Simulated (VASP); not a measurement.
Runs of VASP 6.6.1 on C. The structure is cubic, space group Fd-3m (No. 227). Conventional cell: a = 3.534 Å, b = 3.534 Å, c = 3.534 Å, α = 90.00°, β = 90.00°, γ = 90.00°. C (site symmetry -43m) has 4 C at 1.53 Å as nearest neighbours. This isn't the form of C at room conditions, which is graphite.

```tsv
task	level	potentials or basis	cell	cutoff (eV)	gap on the mesh (eV)	pressure (GPa)
band structure	LDA	VASP PAW LDA potentials, release 64 (C)	Fd-3m, 5.52 Å³/atom	520	4.17	(a)
relaxation of cell and atoms	LDA	VASP PAW LDA potentials, release 64 (C)	relaxed	600	4.17	0.0
relaxation of cell and atoms	rev-vdW-DF2	VASP PAW PBE potentials, release 64 (C)	relaxed	600	4.18	0.0
relaxation of cell and atoms	RPBE	VASP PAW PBE potentials, release 64 (C)	relaxed	600	4.09	-0.1
relaxation of cell and atoms	PBEsol	VASP PAW PBE potentials, release 64 (C)	relaxed	600	4.03	0.0
```

Alike in all rows: no spin polarisation; k mesh 14 × 14 × 14; smearing gaussian 0.03 eV.

Estimate the missing entries.

(a) 0.7.

Caveats: the relaxation stopped at its first step, so nothing moved (some runs); the PAW data sets were made with another functional, which shifts forces and pressure a little (some runs).

A k mesh can miss the band edges.
